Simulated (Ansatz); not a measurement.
# BiTe3: from a trial structure to a relaxed crystal

Computed with Ansatz 0.2.0, DFT PBE, scalar-relativistic, plane waves, PAW.

BiTe3 was placed on the Cu3Au (L1_2) structure type (Pm-3m, No. 221), with Bi in place of Au, Te in place of Cu, at a guessed volume.

The final relaxation ran on this input, with the default PAW datasets:

```yaml
crystal:
  lattice:
    - [4.9097484006, 0.0, 0.0]
    - [0.0, 4.9097484006, 0.0]
    - [0.0, 0.0, 4.9097484006]
  atoms:
    - { symbol: Bi, position: [0.0, 0.0, 0.0] }
    - { symbol: Te, position: [0.0, 0.5, 0.5] }
    - { symbol: Te, position: [0.5, 0.0, 0.5] }
    - { symbol: Te, position: [0.5, 0.5, 0.0] }
basis:
  ecutwfc: 420
kpoints:
  mp_grid: { grid: [10, 10, 10] }
hamiltonian:
  xc: pbe
scf:
  occupations: { method: gaussian, width: 0.1 }
output:
  forces: true
  stress: true
  eigenvalues: true
relax:
  adjacent_minimum: "off"
  f_tol: 0.01
  max_steps: 80
  cell: { stress_tol: 0.05 }
```

Launched as:

```bash
ansatz run input.yaml --threads 1 --pin off --max-ram 2560MiB --backend cpu --events-out ev --progress --plain --runs-dir out
```

Time: 42 s on 1 thread of Intel(R) Xeon(R) Platinum 8488C (Sapphire Rapids) (shared host), peak memory 0.56 GiB.

The program printed at the end:

```
SCF converged after 6 iterations
Free energy (F): -33335.154672 eV
Harris-Foulkes:  -33335.154672 eV  (|F-HF|=0.00e0)
Internal energy: -33335.130760 eV  (E = F + TS)
E sigma→0 (E₀):  -33335.142716 eV
Entropy (-TS):   -0.023912 eV (-5.978 meV/atom)
Fermi energy:    11.213308 eV
--- Per-component energies (eV) ---
  E_band       = -767.522192
  E_kinetic    = 841.389466
  E_local      = -4528.333893  (includes V_loc(G=0)·N_el)
  E_nonlocal   = -370.946310
  E_hartree    = 2585.222873
  E_xc         = -523.758033
  E_vxc        = -456.022350  (∫ρ·V_xc dr)
  E_paw        = -24648.764334  (= ΣΔE_a)
  E_vpaw       = -1424.053865  (= ΣTr[D̂ρ^β])
  E_aug_tail   = -0.000931  (compensation charges beyond the density's cutoff)
  E_ewald      = -6689.939597
  E_smearing   = -0.023912  (= −TS)
  E_closure    =  0.000000  (closes the sum)
  Σ components = -33335.154672   (vs F -33335.154672, Δ=0.00e0)
--- Forces (eV/Å), atoms counted from 1 ---
  atom   1  Bi     0.00000000     0.00000000     0.00000000
  atom   2  Te     0.00000000     0.00000000     0.00000000
  atom   3  Te     0.00000000     0.00000000     0.00000000
  atom   4  Te     0.00000000     0.00000000     0.00000000
  max |Σ_I F_I| component: 4.67e-30 eV/Å
--- Stress (GPa, compression-positive) ---
       -0.001452       0.000000       0.000000
        0.000000      -0.001452       0.000000
        0.000000       0.000000      -0.001452
  P = ⅓ Tr σ = -0.0015 GPa (-0.015 kbar)
--- Relaxed structure (3 steps of the walk, 3 accepted, 1 SCFs on fresh bases) ---
  F+E_penalty+E_count = -33335.15467191 eV   max|allowed force component| = 6.220e-30 eV/Å   (the final SCF, on the basis selected at the relaxed cell)
  cell:  # Å, volume = 117.4966 Å³
    - [4.897883, 0.000000, 0.000000]
    - [0.000000, 4.897883, 0.000000]
    - [0.000000, 0.000000, 4.897883]
  atoms:
    - { symbol: Bi, position: [0.000000, 0.000000, 0.000000] }
    - { symbol: Te, position: [0.000000, 0.5, 0.5] }
    - { symbol: Te, position: [0.5, 0.000000, 0.5] }
    - { symbol: Te, position: [0.5, 0.5, 0.000000] }
```

Absolute energies hang on the potentials; compare differences alone.

The result has space group Pm-3m (No. 221). Bi has 12 Te at 3.46 Å; around Te lie 4 Bi at 3.46 Å and 8 Te at 3.46 Å.

Against the elements it lies at 0.32 eV/atom. Energies over the elements count from the elements' standard structures at the same level, with no empirical corrections.

For metals, differences of a few meV/atom aren't resolved. Spin–orbit coupling is left out.

A structure relaxed within its symmetry needn't be a true minimum.